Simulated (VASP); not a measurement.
Write the native input for VASP 6.6.1 that does the following.

- Task: atomic charges
- Functional: r2SCAN
- Potentials or basis: VASP PAW PBE potentials, release 64 (V_sv)
- Cutoff: 520 eV
- k mesh: 12 × 12 × 12
- Occupations: fermi-dirac, width 0.02 eV
- Spin: collinear spin, ferromagnetic start
- Starting moments: [2.0] μB
- Hubbard terms: V d U = 4 eV, J = 1.0 eV
- LDAUTYPE: 1
- Hund's J: 1
- Further INCAR settings: ALGO = Normal; EDIFF = 1e-06

The structure of V lies in POSCAR:

```
V
1.0
   -1.5143500000      1.5143500000      1.5143500000
    1.5143500000     -1.5143500000      1.5143500000
    1.5143500000      1.5143500000     -1.5143500000
V
1
Direct
    0.0000000000      0.0000000000      0.0000000000
```

These files were run (other wordings do the same):

INCAR

```
SYSTEM = V
ALGO     = Normal         ! electronic algorithm
EDIFF    = 1E-6           ! SCF threshold, eV
ENCUT    = 520            ! plane-wave cutoff, eV
ISIF     = 2              ! what is computed and relaxed
ISMEAR   = -1             ! smearing method
ISPIN    = 2              ! spin polarisation
LASPH    = .TRUE.         ! aspherical terms in the spheres
LCHARG   = .FALSE.        ! write CHGCAR
LDAU     = .TRUE.         ! DFT+U
LDAUJ    = 1            
LDAUL    = 2              ! shell
LDAUPRINT= 1            
LDAUTYPE = 1            
LDAUU    = 4              ! U, eV
LMAXMIX  = 4              ! l up to which the mixer works
LMIXTAU  = .TRUE.       
LORBIT   = 11             ! projections on sites
LREAL    = .FALSE.        ! projectors in reciprocal space
LWAVE    = .FALSE.        ! write WAVECAR
MAGMOM   = 2              ! initial moments
METAGGA  = R2SCAN         ! meta-GGA
NELM     = 120            ! most SCF steps
PREC     = Accurate       ! precision mode
SIGMA    = 0.02           ! smearing width, eV
```

KPOINTS

```
k-points
0
G
  12 12 12
  0 0 0
```

Potentials or basis: VASP PAW PBE potentials, release 64 (V_sv).

The run is started by

```sh
$ cat potpaw_PBE.64/V_sv/POTCAR > POTCAR
$ mpirun -np 1 vasp_std > vasp.out
```

Results of the run:

- Pressure: 22.5 GPa
- Band gap on the k mesh: none (metal or under the smearing width)
- Net moment: 1.33 μB per cell
- Site moments: V +1.22 μB
- Valence electrons inside the program's atomic spheres: V 11.55

Caveat: the PAW data sets were made with another functional, which shifts forces and pressure a little; the U is typed as a test and isn't derived for this compound.

It took 90 s on 1 thread of Intel(R) Xeon(R) Platinum 8488C (Sapphire Rapids), on a shared host, peak memory 0.14 GiB.
